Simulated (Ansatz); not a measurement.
(001) slab of rocksalt LiH, 17.9 Å thick as cut, bare faces

Ansatz, PAW, plane waves, no spin–orbit coupling unless named; atoms relaxed with PBEsol, the curve by HSE06. The curve holds the local part of the PAW potentials, so its shape inside matter depends on the files.

```
H Li
1.0
     1.98998    1.98998    0.00000
    -1.98998    1.98998    0.00000
     0.00000    0.00000   30.90986
H Li
10 10
Cartesian
  0.0150 1.9909 6.5096
  0.0129 1.9913 10.4803
  0.0109 1.9918 14.4600
  0.0104 1.9916 18.4412
  0.0105 1.9913 22.4121
  -1.9757 1.9908 8.4983
  -1.9783 1.9916 12.4695
  -1.9795 1.9918 16.4509
  -1.9792 1.9912 20.4304
  -1.9797 1.9915 24.4009
  -1.9748 1.9910 6.5560
  -1.9769 1.9901 10.4796
  -1.9798 1.9909 14.4615
  -1.9810 1.9908 18.4447
  -1.9801 1.9909 22.4206
  0.0144 1.9905 8.4912
  0.0118 1.9907 12.4694
  0.0092 1.9908 16.4531
  0.0092 1.9904 20.4336
  0.0102 1.9915 24.3552
```

Planar mean of the electrostatic potential energy along the normal, from the vacuum level:

```tsv
z (Å)	v (eV)
0.00	0.00
0.29	0.00
0.72	0.00
1.00	0.00
1.29	0.00
1.72	0.01
2.00	0.01
2.43	0.01
2.72	0.01
3.01	0.01
3.43	0.02
3.72	0.01
4.01	0.01
4.44	-0.03
4.72	-0.09
5.01	-0.22
5.44	-0.72
5.72	-1.53
6.15	-5.45
6.44	-9.23
6.73	-8.14
7.16	-3.08
7.44	-1.88
7.73	-2.15
8.16	-6.19
8.44	-9.53
8.73	-7.71
9.16	-2.69
9.44	-1.84
9.87	-3.16
10.16	-6.48
10.45	-9.63
10.88	-5.41
11.16	-2.59
11.45	-1.84
11.88	-3.28
12.16	-6.69
12.45	-9.66
12.88	-5.24
13.17	-2.51
13.59	-1.91
13.88	-3.39
14.17	-6.87
14.60	-8.96
14.88	-5.09
15.17	-2.45
15.60	-1.94
15.88	-3.51
16.17	-7.06
16.60	-8.85
16.89	-4.95
17.17	-2.39
17.60	-1.97
17.89	-3.63
18.32	-9.08
18.60	-8.72
18.89	-4.82
19.32	-1.94
19.60	-2.02
19.89	-3.78
20.32	-9.22
20.61	-8.56
20.89	-4.66
21.32	-1.93
21.61	-2.06
22.04	-5.66
22.32	-9.35
22.61	-8.28
23.04	-3.07
23.33	-1.93
23.61	-2.22
24.04	-6.20
24.33	-9.46
24.61	-7.67
25.04	-2.38
25.33	-1.14
25.76	-0.37
26.04	-0.18
26.33	-0.09
26.76	-0.04
27.05	-0.03
27.33	-0.02
27.76	-0.01
28.05	-0.01
28.33	-0.01
28.76	-0.01
29.05	-0.01
29.48	0.00
29.77	0.00
30.05	0.00
30.48	0.00
30.77	0.00
```

(1) How far below the vacuum level do the top filled and the lowest empty level lie, by each functional?

## Answers

(1) PBEsol: 4.00 and 1.80 eV (gap 2.20 eV, a 6×6×1 mesh); HSE06: 4.64 and 1.37 eV (gap 3.27 eV, a 4×4×1 mesh). Either level can be a surface state and not a band edge of the crystal.
